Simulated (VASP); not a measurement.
Here is a VASP 6.6.1 calculation.

Contents of INCAR:

```
SYSTEM = MgO
PREC = Accurate ; ENCUT = 520
EDIFF = 1E-7 ; ISMEAR = 0
SIGMA = 0.02 ; LREAL = .False.
LASPH = .True. ; NELM = 60
ALGO = Normal ; ISIF = 3
LWAVE = .False. ; LCHARG = .False.
GGA = PE ; IBRION = 2
NSW = 80 ; EDIFFG = -0.002
AMIX = 0.2
```

KPOINTS

```
regular mesh
0
Gamma
  12 12 12
  0 0 0
```

File POSCAR:

```
MgO
1.0
    0.0000000000      2.1085000000      2.1085000000
    2.1085000000      0.0000000000      2.1085000000
    2.1085000000      2.1085000000      0.0000000000
Mg O
1 1
Direct
    0.0000000000      0.0000000000      0.0000000000
    0.5000000000      0.5000000000      0.5000000000
```

Potentials or basis: VASP PAW PBE potentials, release 64 (Mg, O).

Command:

```console
$ cat potpaw_PBE.64/Mg/POTCAR potpaw_PBE.64/O/POTCAR > POTCAR
$ mpirun -np 1 vasp_std > vasp.out
```

(1) Predict the relaxed cell.

(2) What does it give for the band gap on the k mesh?

Results:

(1) a = 3.003 Å, b = 3.003 Å, c = 3.003 Å, α = 60.00°, β = 60.00°, γ = 60.00°.

(2) 4.49 eV, direct.
